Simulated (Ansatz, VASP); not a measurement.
**One calculation of BaZrO3, two programs**

```
Ba Zr O
1.0
     4.19134    0.00000    0.00000
     0.00000    4.19134    0.00000
     0.00000    0.00000    4.19134
Ba Zr O
1 1 3
Cartesian
  0.0000 0.0000 0.0000
  2.0957 2.0957 2.0957
  2.0957 2.0957 0.0000
  2.0957 0.0000 2.0957
  0.0000 2.0957 2.0957
```

Alike in both runs: functional PBEsol; k mesh 6 × 6 × 6; occupations fermi-dirac, width 0.05 eV; no spin polarisation.

|  | VASP | Ansatz |
| --- | --- | --- |
| version | VASP 6.6.1 | Ansatz 0.2.0 |
| potentials or method | VASP PAW PBE potentials, release 64 (Ba_sv, Zr_sv, O), cutoff 520 eV | all-electron LAPW, scalar-relativistic |
| task | single point | band structure |

Ansatz gave:

- gap on the k mesh at the Fermi level (eV): 3.15
- least direct gap on the mesh (eV): 3.35
- pressure (GPa): -1.2

Q: Which values does VASP return?

A: gap on the k mesh at the Fermi level (eV): 3.11; least direct gap on the mesh (eV): 3.33; pressure (GPa): -0.1.

Ansatz ran all-electron here, so the differences hold the error of VASP's frozen core and of both bases.

Caveats: spin-orbit coupling is left out, which moves the levels of the heavy elements; the PAW data sets were made with another functional, which shifts forces and pressure a little (VASP). A k mesh can miss the band edges.
